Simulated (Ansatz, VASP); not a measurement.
Ca in VASP and in Ansatz

```xyz
1
Lattice="0.0000 2.7630 2.7630 2.7630 0.0000 2.7630 2.7630 2.7630 0.0000" Properties=species:S:1:pos:R:3 pbc="T T T"
Ca    0.0000    0.0000    0.0000
```

Alike in both runs: functional PBE; k mesh 14 × 14 × 14; occupations gaussian, width 0.1 eV; no spin polarisation.

Ansatz relaxed the structure, and its values are those at the end. VASP's run is a single point on that final structure, the one shown.

```csv
,VASP,Ansatz
version,VASP 6.6.1,Ansatz 0.2.0
potentials or method,"VASP PAW PBE potentials, release 64 (Ca_sv)","scalar-relativistic, plane waves, PAW"
plane-wave cutoff (eV),520,420
valence electrons in the cell,10,10
```

```csv
,VASP,Ansatz,Ansatz less VASP
gap on the k mesh at the Fermi level (eV),none,none,-
pressure (GPa),0.0,0.0,0.00
```

A gap of «none» marks a metal or a gap that the smearing closes.
